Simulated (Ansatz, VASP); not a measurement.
Ag in VASP and in Ansatz

```xyz
8
Lattice="5.2022 0.0000 0.0000 0.0000 5.2022 0.0000 0.0000 0.0000 5.2022" Properties=species:S:1:pos:R:3 pbc="T T T"
Ag    2.6011    2.6011    2.6011
Ag    0.0000    0.0000    0.0000
Ag    1.3006    0.0000    2.6011
Ag    2.6011    1.3006    0.0000
Ag    2.6011    3.9017    0.0000
Ag    3.9017    0.0000    2.6011
Ag    0.0000    2.6011    3.9017
Ag    0.0000    2.6011    1.3006
```

Alike in both runs: task single point; functional r2SCAN; k mesh 4 × 4 × 4; occupations gaussian, width 0.1 eV; no spin polarisation.

|  | VASP | Ansatz |
| --- | --- | --- |
| version | VASP 6.6.1 | Ansatz 0.2.0 |
| potentials or method | VASP PAW PBE potentials, release 64 (Ag) | scalar-relativistic, plane waves, PAW |
| plane-wave cutoff (eV) | 520 | 500 |
| valence electrons in the cell | 88 | 152 |

```tsv
	VASP	Ansatz	Ansatz less VASP
gap on the k mesh at the Fermi level (eV)	none	none	-
pressure (GPa)	1.4	1.2	-0.15
```

A gap of «none» marks a metal or a gap that the smearing closes. The functional is the same, so the differences come from potentials, cutoffs and numerics. The two sets of potentials don't hold the same shells in valence.

Caveats: the PAW data sets were made with another functional, which shifts forces and pressure a little (VASP).
